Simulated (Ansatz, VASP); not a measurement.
## One calculation of GaP, two programs

Contents of POSCAR:

```
GaP
1.0
    0.0000000000      2.5513725536      2.5513725536
    2.5513725536      0.0000000000      2.5513725536
    2.5513725536      2.5513725536      0.0000000000
Ga P
1 1
Direct
    0.0000000000      0.0000000000      0.0000000000
    0.5000000000      0.5000000000      0.5000000000
```

The input INCAR.step1:

```
SYSTEM = GaP
ALGO = Normal ; EDIFF = 1E-4
ENCUT = 520 ; GGA = PE
ISMEAR = -1 ; LASPH = .TRUE.
LCHARG = .FALSE. ; LREAL = .FALSE.
LWAVE = .TRUE. ; NBANDS = 16
NELM = 80 ; PREC = Accurate
SIGMA = 0.03
```

INCAR.step2

```
SYSTEM = GaP
ALGO = Normal ; BPARAM = 11.95
CPARAM = 0.0093 ; EDIFF = 1E-6
ENCUT = 520 ; ISIF = 2
ISMEAR = -1 ; ISTART = 1
IVDW_NL = 2 ; LASPH = .TRUE.
LCHARG = .FALSE. ; LMIXTAU = .TRUE.
LREAL = .FALSE. ; LUSE_VDW = .TRUE.
LWAVE = .FALSE. ; METAGGA = R2SCAN
NBANDS = 16 ; NELM = 80
PREC = Accurate ; SIGMA = 0.03
```

File KPOINTS:

```
k-points
0
G
  10 10 10
  0 0 0
```

Input for Ansatz:

```yaml
crystal:
  lattice:
    - [0.0, 2.5513725536, 2.5513725536]
    - [2.5513725536, 0.0, 2.5513725536]
    - [2.5513725536, 2.5513725536, 0.0]
  atoms:
    - { symbol: Ga, position: [0.0, 0.0, 0.0] }
    - { symbol: P, position: [0.5, 0.5, 0.5] }
kpoints:
  mp_grid: { grid: [10, 10, 10] }
  band_path:
    path:
      - [0.0, 0.0, 0.0]
      - [0.5, 0.0, 0.5]
      - [0.625, 0.25, 0.625]
      - [0.375, 0.375, 0.75]
      - [0.5, 0.5, 0.5]
      - [0.5, 0.25, 0.75]
    npoints: 1
hamiltonian:
  xc: r2scan
  dispersion: rvv10
scf:
  occupations: { method: fermi_dirac, width: 0.03 }
  n_extra_bands: 4
output:
  forces: true
  stress: true
  eigenvalues: true
  write_density: true
  write_potential: true
  elf: true
  volumetric_format: npy
```

Alike in both runs: task single point; functional r2SCAN; dispersion rVV10; k mesh 10 × 10 × 10; occupations fermi-dirac, width 0.03 eV; no spin polarisation.

```csv
,VASP,Ansatz
version,VASP 6.6.1,Ansatz 0.2.0
potentials or method,"VASP PAW PBE potentials, release 64 (Ga_d, P)","plane waves, PAW"
plane-wave cutoff (eV),520,500
valence electrons in the cell,18,18
```

VASP gave:

```
pressure (GPa) : 0.0
```

Estimate Ansatz's values.

pressure (GPa): 0.1.

Caveats: the PAW data sets were made with another functional, which shifts forces and pressure a little (VASP).
